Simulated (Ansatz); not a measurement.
Crystal: Ir.

```xyz
1
Lattice="0.0000 1.9156 1.9156 1.9156 0.0000 1.9156 1.9156 1.9156 0.0000" Properties=species:S:1:pos:R:3 pbc="T T T"
Ir    0.0000    0.0000    0.0000
```

```yaml
Program: Ansatz 0.2.0
Task: relaxation of cell and atoms
Functional: BLYP
Dispersion: D4
Potentials_or_basis: Ansatz PAW
Cutoff: "420 eV (not typed: the program's choice for these potentials)"
k_mesh: 12 × 12 × 12
Occupations: fermi-dirac, width 0.05 eV
Spin: no spin polarisation
```

At the start: volume 14.06 Å³/atom.

Question: Where does the relaxation end?

Answer: It ends after 4 steps and the volume is 14.39 Å³/atom (+2.3 %); space group Fm-3m (No. 225, to 0.05 Å).

The path:
| step | energy change (eV) | largest force (eV/Å) | volume (Å³) |
| --- | --- | --- | --- |
| 1 | 0.0000 | 0.0000 | 14.06 |
| 2 | -0.0085 | 0.0000 | 14.41 |
| 3 | -0.0085 | 0.0000 | 14.39 |
| 4 | -0.0087 | 0.0000 | 14.39 |

Final structure:
```cif
data_structure
_symmetry_space_group_name_H-M 'P 1'
_symmetry_Int_Tables_number 1
_cell_length_a 2.7301
_cell_length_b 2.7301
_cell_length_c 2.7301
_cell_angle_alpha 60.000
_cell_angle_beta 60.000
_cell_angle_gamma 60.000
_cell_volume 14.39
loop_
_atom_site_label
_atom_site_type_symbol
_atom_site_fract_x
_atom_site_fract_y
_atom_site_fract_z
_atom_site_occupancy
Ir1 Ir 0.00000 0.00000 0.00000 1
```

Caveat: the plane-wave basis is chosen anew once the cell has moved, so the energies of steps on either side of that aren't comparable; pairwise dispersion overbinds metals, which lowers pressure and volume; the PAW data sets come from PBE, with cores solved anew for the run's functional, which leaves a small shift of forces and pressure.
